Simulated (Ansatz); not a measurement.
All numbers below come from DFT PBE, scalar-relativistic, plane waves, PAW in Ansatz. Settings: cutoff 420 eV, Γ-centred meshes spaced at most about 0.3 Å⁻¹ (2π included), Gaussian smearing. No spin polarisation in the final relaxations.

These are static total energies at zero pressure.

Two relaxed structures of C:

1.

```
C
1.0
     3.59692   -4.33097    0.00000
     3.59692    4.33097    0.00000
     0.00000    0.00000    2.52138
C
12
Direct
  0.26050 0.36091 0.75000
  0.36091 0.26050 0.25000
  0.58503 0.00014 0.75000
  0.73671 0.26329 0.75000
  0.36645 0.63355 0.75000
  0.26329 0.73671 0.25000
  0.41497 0.99986 0.25000
  0.63355 0.36645 0.25000
  0.73950 0.63909 0.25000
  0.00014 0.58503 0.25000
  0.99986 0.41497 0.75000
  0.63909 0.73950 0.75000
```

2.

```
C
1.0
     3.57156    0.00000    0.00000
    -1.78578    3.09306    0.00000
     0.00000    0.00000    3.37696
C
6
Direct
  0.23260 0.46519 0.25000
  0.53481 0.76740 0.58333
  0.23260 0.76740 0.91667
  0.76740 0.53481 0.75000
  0.46519 0.23260 0.08333
  0.76740 0.23260 0.41667
```

Task: Which is lower in energy, and by how much?

Result: Cell 2 is lower, by 193 meV/atom. Cell 1 has space group Cmcm (No. 63), 6.5 Å³/atom and a gap of 4.07 eV on its mesh; cell 2 has space group P6_122 (No. 178), 6.2 Å³/atom and a gap of 4.30 eV. The denser one is the lower, and pressure would at first widen the difference. In cell 1, C on a site of symmetry m has 4 C at 1.53–1.55 Å; C on a second site of symmetry m has 4 C at 1.55–1.58 Å; C on a site of symmetry m2m has 4 C at 1.55–1.57 Å; 1 more site not described. In cell 2, C has 4 C at 1.55–1.56 Å. Both come from invented guesses. The part of the Crystallography Open Database at hand lists C in space groups No. 58, 69, 71, 141, 166 and others; no cell shown has one of them.

Kohn–Sham gaps at this level usually fall short of measured ones. Cells relaxed within their symmetry can be saddle points.
